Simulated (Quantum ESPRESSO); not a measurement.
Runs of Quantum ESPRESSO 7.5 on WC (Qusongite). The structure is hexagonal, space group P-6m2 (No. 187). The conventional cell has a = 2.907 Å, b = 2.907 Å, c = 2.837 Å, α = 90.00°, β = 90.00°, γ = 120.00°. W (site symmetry -6m2) is surrounded by 6 C at 2.20 Å. C (site symmetry -6m2) has 6 W at 2.20 Å as nearest neighbours. 

```tsv
task	level	potentials or basis	cell	most ionic steps	forc conv thr	etot conv thr	ion dynamics	cell dynamics	gap on the mesh (eV)	pressure (GPa)	V0 of scaled cells (Å³/atom)	B0 (GPa)
relaxation of cell and atoms	rev-vdW-DF2	PseudoDojo 0.4.1 SR PBE standard	relaxed to 0.3 kbar	40	0.0004 Ry/bohr	1e-05 Ry	bfgs	bfgs	none	0.0	-	-
equation of state	LDA	PseudoDojo 0.4.1 SR LDA standard	as given	-	-	-	-	-	-	-	10.11	427
relaxation of cell and atoms	PBE+D3(BJ)	PseudoDojo 0.4.1 SR PBE standard	relaxed to 0.3 kbar	40	0.0004 Ry/bohr	1e-05 Ry	bfgs	bfgs	none	0.0	-	-
equation of state	PBEsol	PseudoDojo 0.4.1 SR PBEsol standard	as given	-	-	-	-	-	-	-	10.30	(a)
relaxation of cell and atoms	PBEsol	PseudoDojo 0.4.1 SR PBEsol standard	relaxed to 0.3 kbar	40	0.0004 Ry/bohr	1e-05 Ry	bfgs	bfgs	none	0.0	-	-
band structure	PBE	PseudoDojo 0.4.1 SR PBE standard	as given	-	-	-	-	-	none	5.7	-	-
band structure	LDA	PseudoDojo 0.4.1 SR LDA standard	as given	-	-	-	-	-	none	(b)	-	-
relaxation of cell and atoms	LDA	PseudoDojo 0.4.1 SR LDA standard	relaxed to 0.3 kbar	40	0.0004 Ry/bohr	1e-05 Ry	bfgs	bfgs	none	0.0	-	-
band structure	PBEsol	PseudoDojo 0.4.1 SR PBEsol standard	as given	-	-	-	-	-	none	-3.2	-	-
```

Alike in all rows: no spin polarisation; k mesh 10 × 10 × 9; cutoff (eV) 1116; smearing fermi-dirac 0.05 eV.

**Question.** Estimate the missing entries.

**Answer.** (a) 411; (b) -10.5.

Caveats: spin-orbit coupling is left out, which moves the levels of the heavy elements (some runs); the cell was scaled at fixed shape and fractional positions, which overstates the stiffness of a crystal with free parameters, most of all of layers and chains (some runs); the potentials were made for another functional, which shifts forces and pressure (some runs); pairwise dispersion overbinds metals, which lowers pressure and volume (some runs); some levels on the path didn't converge (some runs).

A k mesh can miss the band edges, and the runs leave out spin-orbit coupling on W.

A gap of «none» marks a metal or a gap under the smearing width.
